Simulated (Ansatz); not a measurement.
Crystal: Gd.

```
Gd
1.0
    -2.02500    2.02500    2.02500
     2.02500   -2.02500    2.02500
     2.02500    2.02500   -2.02500
Gd
1
Direct
  0.00000 0.00000 0.00000
```

This isn't the form of Gd at room conditions, which is hcp.

```yaml
Program: Ansatz 0.2.0
Task: relaxation of cell and atoms
Functional: PBEsol
Dispersion: D4
Potentials_or_basis: all-electron LAPW, scalar-relativistic
Basis_error_allowed: 0.001 eV/atom
k_mesh: 7 × 7 × 7
Occupations: methfessel-paxton, width 0.1 eV
Spin: non-collinear spin, ferromagnetic start
Starting_moments: "[[0.0, 0.0, 7.0]] μB"
Hubbard_terms: Gd f U = 3.0 eV
```

At the start: volume 33.22 Å³/atom.

Q: How do energy, volume and symmetry change on relaxing?

A: Over 6 steps the energy falls by 20.1 meV/atom and the volume is 30.11 Å³/atom (-9.4 %); space group Im-3m (No. 229, to 0.05 Å); moment 7.64 μB per cell.

The path:
```tsv
step	energy change (eV)	largest force (eV/Å)	volume (Å³)
1	0.0000	0.0000	33.22
2	-0.0173	0.0000	31.38
3	-0.0189	0.0000	30.83
4	-0.0200	0.0000	30.27
5	-0.0201	0.0000	30.11
6	-0.0201	0.0000	30.11
```

Final structure:
```yaml
crystal:
  lattice:
    - [-1.95977, 1.95977, 1.95977]
    - [1.95977, -1.95977, 1.95977]
    - [1.95977, 1.95977, -1.95977]
  atoms:
    - { symbol: Gd, position: [0.00000, 0.00000, 0.00000] }
```

Caveat: the k mesh is thin for a metal, which can move the energy by tens of meV per atom; the magnetic state may not be the lowest; an open f shell can end in a state above the lowest; the program listed the state as in doubt; U is the effective U less J, on atomic orbitals that reach past the spheres; pairwise dispersion overbinds metals, which lowers pressure and volume.
